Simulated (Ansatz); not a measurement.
# Mg in Ansatz: convergence with ecutfock ratio

The system is Mg.

```xyz
3
Lattice="1.5927 0.9195 7.6999 -1.5927 0.9195 7.6999 0.0000 -1.8391 7.6999" Properties=species:S:1:pos:R:3 pbc="T T T"
Mg    0.0000    0.0000   17.9730
Mg    0.0000    0.0000    5.1266
Mg    0.0000    0.0000    0.0000
```

This isn't the form of Mg at room conditions, which is hcp.

- Program: Ansatz 0.2.0
- Task: convergence study
- Functional: HSE06
- Potentials or basis: Ansatz PAW
- Cutoff: 420 eV
- Density cutoff: 1680 eV
- k mesh: 5 × 5 × 5
- Occupations: fermi-dirac, width 0.1 eV
- Spin: no spin polarisation

These are the settings of the first run; the series varies ecutfock ratio, with any setting tied to it.

Hardware: 2 threads of Intel(R) Xeon(R) 6975P-C (Granite Rapids) (shared host).

```csv
ecutfock ratio,"energy less the tightest run, at zero smearing (meV/atom)",SCF cycles,CPU time (s),peak memory (GiB)
1,36.23,21,23,1
2,0.15,21,22,1.1
3,0.00,21,23,1.1
4,0.00,21,23,1.1
```

Against the tightest run, the energy stays within 1 meV/atom from 2 on. The tightest run that finished is the yardstick and may itself not be fully converged.

Caveat, for the tightest run too: the k mesh is coarse (spacing up to 0.46 Å⁻¹), so the values aren't converged, least of all with exact exchange.
